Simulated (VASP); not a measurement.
# Sc (Fm-3m) in VASP: notebook

The runs below take Sc through single point, with PBE+D3(BJ), PBE, PBEsol.

Everything below comes from runs of VASP 6.6.1. Logs are shortened: lines on timing, memory, paths and dates and some standing lists are left out, and cuts for length are marked.

### Step 1. The crystal as given

The structure is cubic, space group Fm-3m (No. 225). Conventional cell: a = 4.520 Å, b = 4.520 Å, c = 4.520 Å, α = 90.00°, β = 90.00°, γ = 90.00°. Sc (site symmetry m-3m) has 12 Sc at 3.20 Å as nearest neighbours.

This isn't the form of Sc at room conditions, which is hcp.

### Step 2. Single point, PBE+D3(BJ)

File INCAR:

```
SYSTEM = Sc
ALGO = Normal ; EDIFF = 1E-6
ENCUT = 520 ; GGA = PE
ISIF = 2 ; ISMEAR = 0
IVDW = 12 ; LASPH = .True.
LCHARG = .True. ; LELF = .True.
LREAL = .False. ; LVHAR = .True.
LWAVE = .False. ; NBANDS = 12
NELM = 80 ; PREC = Accurate
SIGMA = 0.05
```

File KPOINTS:

```
k-points
0
Gamma
  10 10 10
  0 0 0
```

File POSCAR:

```
Sc
1.0
    0.0000000000      2.2600000000      2.2600000000
    2.2600000000      0.0000000000      2.2600000000
    2.2600000000      2.2600000000      0.0000000000
Sc
1
Direct
    0.0000000000      0.0000000000      0.0000000000
```

Potentials or basis: VASP PAW PBE potentials, release 64 (Sc_sv).

On the command line:

```bash
cat potpaw_PBE.64/Sc_sv/POTCAR > POTCAR
mpirun -np 1 vasp_std > vasp.out
```

OUTCAR:

```text
SYSTEM = Sc
   EDIFF = 1E-6
   ENCUT = 520
   GGA = PE
   ISIF = 2
   ISMEAR = 0
   IVDW = 12
   LASPH = .True.
   LREAL = .False.
   NELM = 80
   PREC = Accurate
 IVDW          = 12

 ion  position               nearest neighbor table
   1  0.000  0.000  0.000-

  LATTYP: Found a face centered cubic cell.
 ALAT       =     4.5200000000

  Lattice vectors:

 A1 = (   0.0000000000,   2.2600000000,   2.2600000000)
 A2 = (   2.2600000000,   0.0000000000,   2.2600000000)
 A3 = (   2.2600000000,   2.2600000000,   0.0000000000)

Analysis of symmetry for initial positions (statically):
=====================================================================
 Subroutine PRICEL returns:
 Original cell was already a primitive cell.

 Routine SETGRP: Setting up the symmetry group for a
 face centered cubic supercell.

 Subroutine GETGRP returns: Found 48 space group operations
 (whereof 48 operations were pure point group operations)
 out of a pool of 48 trial point group operations.

The static configuration has the point symmetry O_h .

Analysis of symmetry for dynamics (positions and initial velocities):
=====================================================================
 Subroutine PRICEL returns:
 Original cell was already a primitive cell.

 Routine SETGRP: Setting up the symmetry group for a
 face centered cubic supercell.

 Subroutine GETGRP returns: Found 48 space group operations
 (whereof 48 operations were pure point group operations)
 out of a pool of 48 trial point group operations.

The dynamic configuration has the point symmetry O_h .

 Subroutine INISYM returns: Found 48 space group operations
 (whereof 48 operations are pure point group operations),
 and found     1 'primitive' translations

----------------------------------------------------------------------------------------

                                     Primitive cell

  volume of cell :      23.0864

  direct lattice vectors                    reciprocal lattice vectors
     0.000000000  2.260000000  2.260000000    -0.221238938  0.221238938  0.221238938
     2.260000000  0.000000000  2.260000000     0.221238938 -0.221238938  0.221238938
     2.260000000  2.260000000  0.000000000     0.221238938  0.221238938 -0.221238938

  length of vectors
     3.196122651  3.196122651  3.196122651     0.383197081  0.383197081  0.383197081

  position of ions in fractional coordinates (direct lattice)
     0.000000000  0.000000000  0.000000000

  ion indices of the primitive-cell ions
   primitive index   ion index
                 1           1

----------------------------------------------------------------------------------------

 KPOINTS: k-points

Automatic generation of k-mesh.
 Grid dimensions read from file:
 generate k-points for:   10   10   10

 Generating k-lattice:

  Cartesian coordinates                     Fractional coordinates (reciprocal lattice)
    -0.022123894  0.022123894  0.022123894     0.100000000  0.000000000  0.000000000
     0.022123894 -0.022123894  0.022123894     0.000000000  0.100000000  0.000000000
     0.022123894  0.022123894 -0.022123894     0.000000000  0.000000000  0.100000000

  Length of vectors
     0.038319708  0.038319708  0.038319708

  Shift w.r.t. Gamma in fractional coordinates (k-lattice)
     0.000000000  0.000000000  0.000000000

 Subroutine IBZKPT returns following result:
 ===========================================

 Found     47 irreducible k-points:

 Following reciprocal coordinates:
            Coordinates               Weight
  0.000000  0.000000  0.000000      1.000000
  0.100000  0.000000  0.000000      8.000000
  0.200000  0.000000  0.000000      8.000000
  0.300000  0.000000  0.000000      8.000000
  0.400000  0.000000  0.000000      8.000000
  0.500000  0.000000  0.000000      4.000000
[... 16 lines left out ...]
  0.300000  0.300000  0.000000      6.000000
  0.400000  0.300000  0.000000     24.000000
 [... further k-points ...]
   k-points           NKPTS =     47   k-points in BZ     NKDIM =     47   number of bands    NBANDS=     12
   number of dos      NEDOS =    301   number of ions     NIONS =      1
   total plane-waves  NPLWV =  13824
   dimension x,y,z NGX =    24 NGY =   24 NGZ =   24
   dimension x,y,z NGXF=    48 NGYF=   48 NGZF=   48
   ions per type =               1
   NGX,Y,Z   is equivalent  to a cutoff of  12.48, 12.48, 12.48 a.u.
   NGXF,Y,Z  is equivalent  to a cutoff of  24.97, 24.97, 24.97 a.u.
 SYSTEM =  Sc
   PREC   = accura    normal or accurate (medium, high low for compatibility)
   ISTART =      0    job   : 0-new  1-cont  2-samecut
   ICHARG =      2    charge: 1-file 2-atom 10-const
   ISPIN  =      1    spin polarized calculation?
   LNONCOLLINEAR =      F non collinear calculations
   LSORBIT =      F    spin-orbit coupling
   LASPH  =      T    aspherical Exc in radial PAW
   ENCUT  =  520.0 eV  38.22 Ry    6.18 a.u.   5.94  5.94  5.94*2*pi/ulx,y,z
   NELM   =     80;   NELMIN=  2; NELMDL= -5     # of ELM steps
   EDIFF  = 0.1E-05   stopping-criterion for ELM
   LREAL  =      F    real-space projection
   EDIFFG = 0.1E-04   stopping-criterion for IOM
   NSW    =      0    number of steps for IOM
   IBRION =     -1    ionic relax: 0-MD 1-quasi-New 2-CG
   NFREE  =      0    steps in history (QN), initial steepest desc. (CG)
   ISIF   =      2    stress and relaxation
   ISYM   =      2    0-nonsym 1-usesym 2-fastsym
   POTIM  = 0.5000    time-step for ionic-motion
   TEBEG  =    0.0;   TEEND  =   0.0 temperature during run
   PSTRESS=    0.0 pullay stress
   NELECT =      11.0000    total number of electrons
   NUPDOWN=      -1.0000    fix difference up-down
   EMIN   =  10.00;   EMAX   =-10.00  energy-range for DOS
   EFERMI =   0.00;   METHOD = LEGACY
   ISMEAR =     0;   SIGMA  =   0.05  broadening in eV -4-tet -1-fermi 0-gaus
   EFERMI_NEDOS =   21; number of points for ismear=-14 and -15
   IALGO  =     38    algorithm
   IMIX   =      4    mixing-type and parameters
     AMIX     =   0.40;   BMIX     =  1.00
     AMIX_MAG =   1.60;   BMIX_MAG =  1.00
  volume/ion in A,a.u.               =      23.09       155.79
  Fermi-wavevector in a.u.,A,eV,Ry     =   1.278657  2.416311 22.245021  1.634963
  Thomas-Fermi vector in A             =   2.411187
   LORBIT       =      0    0 simple, 1 ext, 2 COOP (PROOUT), +10 PAW based schemes
   GGA     = PE    functional components
   LHFCALC =     F    Hartree Fock is set to
   AEXX    =    0.0000 exact exchange contribution
   IVDW    =    12    specifies the selected vdW correction
   LEPSILON=     F    determine dielectric tensor
   LRPA    =     F    only Hartree local field effects (RPA)
 non-spin polarized calculation
 Gauss-broadening in eV      SIGMA  =   0.05
  energy-cutoff  :      520.00
  volume of cell :       23.09
 maximum number of plane-waves:       636
   NGX = 11   NGY = 11   NGZ = 11

 number of electron      11.0000000 magnetization

 Free energy of the ion-electron system (eV)
  ---------------------------------------------------
  ext. energy  EPLUGINS =         0.00000000
  ---------------------------------------------------
  free energy    TOTEN  =        -6.18193733 eV

  energy without entropy =       -6.17943567  energy(sigma->0) =       -6.18068650

 E-fermi :   4.1328     XC(G=0): -10.1395

 val. band max:        4.1215950415   @ k =  -0.4000   0.4000   0.2000
 cond. band min:       4.1700329428   @ k =   0.4000   0.2000   0.0000
 fundamental gap:      0.0484379013
 Fermi energy:         4.1327933090

 k-point     1 :       0.0000    0.0000    0.0000
  band No.  band energies     occupation
      1     -45.1264      2.00000
      2     -23.5020      2.00000
      3     -23.5020      2.00000
      4     -23.5020      2.00000
      5      -1.1749      2.00000
      6       5.8068      0.00000
      7       5.8068      0.00000
      8       5.8068      0.00000
      9       7.3088      0.00000
     10       7.3088      0.00000
     11      17.0003      0.00000
     12      20.6625      0.00000

 k-point     2 :       0.1000    0.0000    0.0000
  band No.  band energies     occupation
      1     -45.1189      2.00000
      2     -23.5506      2.00000
      3     -23.5081      2.00000
      4     -23.5081      2.00000
      5      -0.9076      2.00000
      6       5.6076      0.00000
      7       5.9032      0.00000
      8       5.9032      0.00000
      9       7.2425      0.00000
     10       7.2425      0.00000
     11      17.2375      0.00000
     12      18.9453      0.00000

 k-point     3 :       0.2000    0.0000    0.0000
  band No.  band energies     occupation
      1     -45.0994      2.00000
      2     -23.6763      2.00000
      3     -23.5241      2.00000
      4     -23.5241      2.00000
      5      -0.1573      2.00000
      6       5.1475      0.00000
      7       6.0440      0.00000
      8       6.0440      0.00000
      9       7.2264      0.00000
     10       7.2264      0.00000
     11      16.2486      0.00000
     12      17.8417      0.00000
[... 286 lines left out ...]
 k-point    23 :       0.3000    0.3000    0.0000
  band No.  band energies     occupation
      1     -45.0584      2.00000
      2     -23.8121      2.00000
      3     -23.6160      2.00000
      4     -23.6160      2.00000
      5       1.4491      2.00000
      6       4.1034      1.59355
      7       5.6402      0.00000
      8       7.2020      0.00000
      9       7.2020      0.00000
     10       7.9236      0.00000
     11      16.4058      0.00000
     12      16.4058      0.00000

 k-point    24 :       0.4000    0.3000    0.0000
  band No.  band energies     occupation
      1     -45.0428      2.00000
      2     -23.8761      2.00000
      3     -23.6511      2.00000
      4     -23.6354      2.00000
      5       2.1227      2.00000
      6       3.8625      2.00000
      7       5.3973      0.00000
      8       7.3400      0.00000
      9       7.9140      0.00000
     10       8.2263      0.00000
     11      14.4455      0.00000
     12      15.6895      0.00000

 [... further k-points ...]

------------------------ aborting loop because EDIFF is reached ----------------------------------------

 Edisp (eV)   -0.41511

 E8    (eV) :    -0.2014

  FORCE on cell =-STRESS in cart. coord.  units (eV):
  Direction    XX          YY          ZZ          XY          YZ          ZX
  --------------------------------------------------------------------------------------
  -------------------------------------------------------------------------------------
  Total       0.11814     0.11814     0.11814     0.00000     0.00000    -0.00000
  in kB       8.19881     8.19881     8.19881     0.00000     0.00000    -0.00000
  external pressure =        8.20 kB  Pullay stress =        0.00 kB

 VOLUME and BASIS-vectors are now :
 -----------------------------------------------------------------------------
  energy-cutoff  :      520.00
  volume of cell :       23.09
      direct lattice vectors                 reciprocal lattice vectors
     0.000000000  2.260000000  2.260000000    -0.221238938  0.221238938  0.221238938
     2.260000000  0.000000000  2.260000000     0.221238938 -0.221238938  0.221238938
     2.260000000  2.260000000  0.000000000     0.221238938  0.221238938 -0.221238938

 POSITION                                       TOTAL-FORCE (eV/Angst)
 -----------------------------------------------------------------------------------
      0.00000      0.00000      0.00000         0.000000      0.000000     -0.000000
 -----------------------------------------------------------------------------------
    total drift:                               -0.000000     -0.000000      0.000000

  FREE ENERGIE OF THE ION-ELECTRON SYSTEM (eV)
  ---------------------------------------------------
  free  energy   TOTEN  =        -6.5970429439 eV

  energy  without entropy=       -6.5945412876  energy(sigma->0) =       -6.59579212
```

Wall time 16 s (1 thread of AMD EPYC 7R43 (Zen 3), shared host); peak memory 0.12 GiB.

Results:

```yaml
Free_energy: -6.5970 eV
Pressure: 0.8 GPa
Band_gap_on_the_k_mesh: none (metal or under the smearing width)
Dispersion_energy_per_atom: -0.415 eV
```

Caveat: pairwise dispersion overbinds metals, which lowers pressure and volume.

### Step 3. Single point, PBE

File INCAR:

```
SYSTEM = Sc
PREC     = Accurate       ! precision mode
ENCUT    = 520            ! plane-wave cutoff, eV
EDIFF    = 1E-7           ! SCF threshold, eV
ISMEAR   = -1             ! smearing method
SIGMA    = 0.03           ! smearing width, eV
LREAL    = .FALSE.        ! projectors in reciprocal space
LASPH    = .TRUE.         ! aspherical terms in the spheres
NELM     = 80             ! most SCF steps
ALGO     = Fast           ! electronic algorithm
ISIF     = 2              ! what is computed and relaxed
LWAVE    = .FALSE.        ! write WAVECAR
LCHARG   = .TRUE.         ! write CHGCAR
GGA      = PE             ! functional
LELF     = .TRUE.         ! ELF
LVHAR    = .TRUE.       
NBANDS   = 12             ! bands
```

File KPOINTS:

```
Automatic mesh
0
G
  4 4 4
  0 0 0
```

POSCAR is that of step 2.

Potentials or basis: VASP PAW PBE potentials, release 64 (Sc_sv).

On the command line:

```bash
cat potpaw_PBE.64/Sc_sv/POTCAR > POTCAR
mpirun -np 1 vasp_std > vasp.out
```

Wall time 6.1 s (1 thread of Intel Xeon Platinum 8175M at 2.50GHz (Skylake/Cascade Lake), shared host); peak memory 0.13 GiB.

The run converged. Its results:

| Quantity | Value |
| --- | --- |
| Free energy | -6.1982 eV |
| Pressure | 4.3 GPa |
| Band gap on the k mesh | none (metal or under the smearing width) |

Levels at points of the mesh, in eV from the Fermi level:
| k point | band 3 | band 4 | band 5 | band 6 | band 7 | band 8 |
| --- | --- | --- | --- | --- | --- | --- |
| (0.00, 0.00, 0.00) | -27.87 | -27.87 | -5.52 | 1.45 | 1.45 | 1.45 |
| (0.50, 0.00, 0.00) | -27.93 | -27.93 | -2.05 | 0.15 | 1.32 | 1.32 |
| (0.50, 0.50, 0.00) | -28.04 | -28.04 | -1.87 | -0.94 | 1.95 | 3.92 |

Caveat: the k mesh is coarse (spacing up to 0.60 Å⁻¹), so the values aren't converged.

(Continued in part 2 of 2.)
